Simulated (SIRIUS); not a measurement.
**Pb under changes of volume**

One of the cells (31.654 Å³/atom); the others are scaled copies at fixed shape and fractional positions:

```
Pb
1.0
    -1.99277    1.99277    1.99277
     1.99277   -1.99277    1.99277
     1.99277    1.99277   -1.99277
Pb
1
Direct
  0.00000 0.00000 0.00000
```

This isn't the form of Pb at room conditions, which is fcc.

| Quantity | Value |
| --- | --- |
| Program | SIRIUS 7.12.0 |
| Functional | PBE |
| Potentials or basis | PseudoDojo 0.4.1 PBE standard (scalar relativistic) |
| Cutoff | 765 eV |
| Density cutoff | 3061 eV |
| k mesh | 9 × 9 × 9 |
| Occupations | fermi-dirac, width 0.05 eV |
| Spin | no spin polarisation |

```tsv
volume (Å³/atom)	energy over the lowest point (meV/atom)	pressure (GPa)
29.172	26.55	3.9
29.792	13.73	2.8
30.413	?	?
31.654	0.00	0.0
32.275	1.98	-0.7
32.896	6.48	-1.3
```

What does the run at 30.413 Å³/atom give?

Energy over the lowest point 5.38 meV/atom; pressure 1.7 GPa.

Worked out: A Birch-Murnaghan fit of order 3 (a polynomial in V^(-2/3)) to the other rows has its minimum at 31.54 Å³/atom with B0 = V·E''(V) = 40 GPa and B' = 6.3. It gives 5.40 meV/atom at 30.413 Å³/atom, against the run's 5.38, and -dE/dV = 1.6 GPa, against 1.7.

Energies are extrapolated to zero smearing.
